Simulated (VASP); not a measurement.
Consider the following.

```
CELL_PARAMETERS angstrom
     10.05687    -2.13563    -0.02395
     10.05687     2.13563    -0.02395
      9.61210     0.00000     3.64824
ATOMIC_POSITIONS crystal
  Sb 0.39854 0.39854 0.39854
  Sb 0.60146 0.60146 0.60146
  Te 0.00000 0.00000 0.00000
  Te 0.21091 0.21091 0.21091
  Te 0.78909 0.78909 0.78909
```

Level of theory: PBEsol GGA, VASP's PBE PAW potentials (set 64) (plane waves; VASP). Numerical set-up: 520 eV cut-off, 7×7×7 Γ-centred mesh, tetrahedra with Blöchl corrections, potentials Sb Te.

Without a dispersion term in the relaxation, distances and binding between the weakly bound layers, chains or molecules are unreliable, and so is what depends on them. Unless said otherwise, spin-orbit coupling is left out, though it shifts the bands of the heavy elements here.

Problem. Tabulate the total density of states (states/eV per cell) against energy (eV; zero at the valence-band maximum or, without a gap, the Fermi level).

Solution. 
```
E (eV) | DOS (states/eV)
    -9.95 |  0.00
    -9.76 | ##### 0.87
    -9.56 | ################# 3.12
    -9.47 | ############### 2.70
    -9.27 | ############## 2.58
    -9.08 | ####################### 4.19
    -8.88 | ############ 2.11
    -8.79 | ######### 1.68
    -8.59 | ####### 1.24
    -8.40 | #### 0.71
    -8.21 | #### 0.67
    -8.11 | #### 0.64
    -7.92 | ### 0.56
    -7.72 | ### 0.56
    -7.53 | ## 0.41
    -7.43 | ## 0.32
    -7.24 | # 0.24
    -7.04 |  0.09
    -6.85 |  0.01
    -6.75 |  0.00
    -6.56 |  0.00
    -6.36 |  0.00
    -6.17 |  0.00
    -6.07 |  0.00
    -5.88 |  0.01
    -5.69 | ##### 0.92
    -5.49 | ########### 2.02
    -5.30 | ############# 2.37
    -5.20 | ############ 2.14
    -5.01 | ######## 1.38
    -4.81 | ########### 1.94
    -4.62 | ################# 3.08
    -4.52 | ##################### 3.84
    -4.33 | ##################### 3.80
    -4.14 | ####################### 4.22
    -3.94 | ############################# 5.20
    -3.84 | ############################## 5.47
    -3.65 | #################### 3.59
    -3.46 | ################# 3.05
    -3.26 | ###################### 3.98
    -3.17 | ############################ 5.02
    -2.97 | ############################## 5.40
    -2.78 | ###################### 4.08
    -2.58 | ################### 3.41
    -2.49 | ################## 3.27
    -2.29 | ############### 2.72
    -2.10 | ############### 2.76
    -1.91 | ############### 2.79
    -1.81 | #################### 3.58
    -1.62 | ############### 2.74
    -1.42 | #################### 3.66
    -1.23 | ############################## 5.44
    -1.13 | ######################### 4.52
    -0.94 | ######################## 4.34
    -0.74 | ################### 3.56
    -0.55 | ####### 1.22
    -0.36 | ### 0.52
    -0.26 | # 0.21
    -0.06 |  0.00
     0.13 |  0.00
     0.32 | # 0.11
     0.42 | ### 0.61
     0.61 | ##################### 3.79
     0.81 | ############################ 5.16
     1.00 | ############################# 5.25
     1.10 | ########################### 4.95
     1.29 | ###################### 3.98
     1.49 | ################ 2.91
     1.68 | ################ 2.97
     1.78 | ################## 3.24
     1.97 | ############### 2.73
     2.16 | ########### 2.01
     2.36 | ########### 2.09
     2.46 | #################### 3.58
     2.65 | ########## 1.77
     2.84 | ##### 0.88
     3.04 | ### 0.61
     3.13 | ### 0.49
     3.33 | # 0.16
     3.52 |  0.00
```
Within 2 eV below the valence-band maximum the largest weight inside VASP's projection spheres is Te p.

The compound is Sb2Te3 in the tetradymite structure. It was relaxed first.
